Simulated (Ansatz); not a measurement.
# HfS2: an axial (c/a) deformation path

One table from this session's results is given with a row withheld; the runs are named, their logs left out.

Program: Ansatz 0.2.0. Level of theory: DFT r2SCAN, scalar-relativistic, plane waves, PAW. These are calculated values, not measurements.

**The starting structure**

It takes space group P-3m1 (No. 164, trigonal). Conventional cell: a = 3.640 Å, b = 3.640 Å, c = 6.056 Å, α = 90.00°, β = 90.00°, γ = 120.00°. Around Hf (site symmetry -3m) lie 6 S at 2.54 Å. S (site symmetry 3m) has 3 Hf at 2.54 Å as nearest neighbours.

As a file:

```
CELL_PARAMETERS angstrom
3.63966 0.00000 0.00000
-1.81983 3.15204 0.00000
0.00000 0.00000 6.05556
ATOMIC_POSITIONS crystal
Hf 0.00000 0.00000 0.00000
S 0.66667 0.33333 0.76395
S 0.33333 0.66667 0.23605
```

It goes back to an entry of the Materials Project.

The cell is taken as given, not relaxed at this level.

The first run:

At fixed volume and fractional coordinates, lengths along (0.000, 0.000, 1.000) are scaled against those across it; ρ is that ratio over its starting value.

The input, input.yaml:

```yaml
crystal:
  lattice:
    - [3.8422740646, 0.0, 0.0]
    - [-1.9211370323, 3.3275069483, 0.0]
    - [0.0, 0.0, 5.4337598343]
  atoms:
    - { symbol: Hf, position: [0.0, 0.0, 0.0] }
    - { symbol: S, position: [0.6666666667, 0.3333333333, 0.76395205] }
    - { symbol: S, position: [0.3333333333, 0.6666666667, 0.23604795] }
basis:
  ecutwfc: 500
kpoints:
  mp_grid: { grid: [9, 9, 6] }
hamiltonian:
  xc: r2scan
scf:
  occupations: { method: gaussian, width: 0.05 }
output:
  forces: true
  stress: true
  eigenvalues: true
```

Steps of the session up to this table: Point ρ = 0.850; ρ = 1.200; ρ = 0.920; Point ρ = 1.100.

One table of the session follows, with a row left open; its other results are not shown here.

It belongs to the step «The scan collected». Collected from the runs (energy zero: the undisturbed cell):

| ρ | ΔE (meV/atom) | pressure (GPa) | gap on the mesh (eV) |
| --- | --- | --- | --- |
| 0.850 | 86.2 | -1.7 | 1.45 |
| 0.920 | 24.2 | -0.4 | 1.56 |
| 1.000 | 0.0 | 0.7 | 1.53 |
| 1.100 | ? | ? | ? |
| 1.200 | 145.5 | 2.3 | 0.39 |

Q: Estimate the row for ρ = 1.100 from the others.

Worked estimate for «ΔE (meV/atom)». A straight line through the neighbours (1.000, 0.0) and (1.200, 145.5) gives 0.0 + (145.5 − 0.0) × (1.100 − 1.000) / (1.200 − 1.000) = 72.8; a parabola fitted to 3 rows on both sides gives 36.0.

As computed: ΔE (meV/atom): 36.6; pressure (GPa): 1.7; gap on the mesh (eV): 1.01. In «ΔE (meV/atom)» the line misses by +36.2 and the parabola by -0.6.

To keep in mind: Layers here are held mostly by dispersion, which this level lacks, so their spacing and the stiffness across them are unreliable there.
